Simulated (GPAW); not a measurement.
Runs of GPAW 26.7.0 on CdS (Greenockite). Symmetry: P6_3mc, No. 186, hexagonal system. The conventional cell has a = 4.150 Å, b = 4.150 Å, c = 6.737 Å, α = 90.00°, β = 90.00°, γ = 120.00°. Around Cd (site symmetry 3m) lie 4 S at 2.53 to 2.54 Å. Around S (site symmetry 3m) lie 4 Cd at 2.53 to 2.54 Å. 

```tsv
task	level	potentials or basis	spin	cell	k mesh	cutoff (eV)	smearing	maxiter	band path	band points	spin axis theta (degrees)	spin axis phi (degrees)	grid spacing	mesh quality	gap on the mesh (eV)	pressure (GPa)	V0 of scaled cells (Å³/atom)	relaxed volume (Å³/atom)	B0 (GPa)	largest force (eV/Å)
band structure	r4SCAN	GPAW PAW data sets (gpaw-data 1.2.1), pw	SOC, no magnetisation	as given	5 × 5 × 3	600	fermi-dirac 0.05 eV	150	GMKGALHA,LM,KH	80	54.7	45	-	not flagged	1.54	0.0	-	-	-	-
relaxation of cell and atoms	r4SCAN	GPAW PAW data sets (gpaw-data 1.2.1), pw	off	relaxed	5 × 5 × 3	600	fermi-dirac 0.05 eV	150	-	-	-	-	-	not flagged	(b)	0.0	-	(d)	-	-
equation of state	PBE	SG15 ONCV 1.2, pw	off	as given	5 × 5 × 3	1100	fermi-dirac 0.05 eV	150	-	-	-	-	-	not flagged	-	-	(c)	-	54	-
equation of state	vdW-DF-cx	GPAW PAW data sets (gpaw-data 1.2.1), pw	off	as given	5 × 5 × 3	600	fermi-dirac 0.05 eV	150	-	-	-	-	-	not flagged	-	-	25.25	-	59	-
single point	PBE	GPAW PAW data sets (gpaw-data 1.2.1), pw	off	as given	6 × 6 × 3	450	fermi-dirac 0.05 eV	120	-	-	-	-	-	not flagged	1.18	1.0	-	-	-	(a)
relaxation of cell and atoms	SOGGA	PAW data sets generated in the run's folder for this functional, pw	off	relaxed	5 × 5 × 3	600	fermi-dirac 0.05 eV	150	-	-	-	-	-	not flagged	1.07	-0.1	-	24.60	-	-
band structure	PBE	GPAW PAW data sets (gpaw-data 1.2.1), lcao:dzp	off	as given	5 × 5 × 3	-	fermi-dirac 0.05 eV	150	GMKGALHA,LM,KH	60	-	-	0.2 Å	not flagged	1.19	-	-	-	-	0.06
```

Question: Estimate the missing entries.

Answer: (a) 0.07; (b) 1.55; (c) 26.13; (d) 25.13.

Caveats: the PAW data sets were made with another functional, which shifts forces and pressure a little (some runs); the forces don't sum to zero, a sign of grid noise (some runs); later steps reuse the first step's grids (some runs); the cell was scaled at fixed shape and fractional positions, which overstates the stiffness of a crystal with free parameters, most of all of layers and chains (some runs); spin-orbit coupling was added after a scalar SCF, so levels and gaps hold it while energy, forces, pressure and moments don't (some runs); this program's spin-orbit splittings come out too wide for heavy elements (some runs); the cutoff is short for stress and forces, so pressures can be off by a GPa or more (some runs).

A k mesh can miss the band edges, and rows without SOC leave out spin-orbit coupling on Cd.
